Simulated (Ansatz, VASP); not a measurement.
# Two plane-wave programs on CdTe

Contents of INCAR:

```
SYSTEM = CdTe
PREC     = Accurate       ! precision mode
ENCUT    = 600            ! plane-wave cutoff, eV
EDIFF    = 1E-7           ! SCF threshold, eV
ISMEAR   = 0              ! smearing method
SIGMA    = 0.02           ! smearing width, eV
LREAL    = .False.        ! projectors in reciprocal space
LASPH    = .True.         ! aspherical terms in the spheres
NELM     = 100            ! most SCF steps
ALGO     = Fast           ! electronic algorithm
ISIF     = 3              ! what is computed and relaxed
LWAVE    = .False.        ! write WAVECAR
LCHARG   = .False.        ! write CHGCAR
IBRION   = 2              ! ionic algorithm
NSW      = 100            ! ionic steps
EDIFFG   = -0.005         ! ionic threshold
```

The input KPOINTS:

```
regular mesh
0
Gamma
  8 8 8
  0 0 0
```

The input POSCAR:

```
CdTe
1.0
    0.0000000000      3.2050000000      3.2050000000
    3.2050000000      0.0000000000      3.2050000000
    3.2050000000      3.2050000000      0.0000000000
Cd Te
1 1
Direct
    0.0000000000      0.0000000000      0.0000000000
    0.2500000000      0.2500000000      0.2500000000
```

Input for Ansatz:

```yaml
crystal:
  lattice:
    - [0.0, 3.205, 3.205]
    - [3.205, 0.0, 3.205]
    - [3.205, 3.205, 0.0]
  atoms:
    - { symbol: Cd, position: [0.0, 0.0, 0.0] }
    - { symbol: Te, position: [0.25, 0.25, 0.25] }
basis:
  ecutwfc: 420
kpoints:
  mp_grid: { grid: [8, 8, 8] }
hamiltonian:
  xc: lda
scf:
  occupations: { method: gaussian, width: 0.02 }
output:
  forces: true
  stress: true
  eigenvalues: true
relax:
  adjacent_minimum: "off"
  f_tol: 0.005
  max_steps: 80
  cell: { stress_tol: 0.05 }
```

Alike in both runs: task relaxation of cell and atoms; functional LDA; k mesh 8 × 8 × 8; occupations gaussian, width 0.02 eV; no spin polarisation.

|  | VASP | Ansatz |
| --- | --- | --- |
| version | VASP 6.6.1 | Ansatz 0.2.0 |
| potentials or method | VASP PAW LDA potentials, release 64 (Cd, Te) | scalar-relativistic, plane waves, PAW |
| plane-wave cutoff (eV) | 600 | 420 |
| valence electrons in the cell | 18 | 36 |

```csv
,VASP,Ansatz,Ansatz less VASP
"gap on the k mesh at the Fermi level, each at its own relaxed structure (eV)",0.64,0.61,-0.028
relaxed volume (Å³/atom),33.07,32.92,-0.147
relaxed cell length with the largest relative difference (Å),4.539,4.533,-0.0067
```

The two sets of potentials don't hold the same shells in valence.

Caveats: spin-orbit coupling is left out, which moves the levels of the heavy elements. As with any semilocal functional, this LDA gap is likely too small.
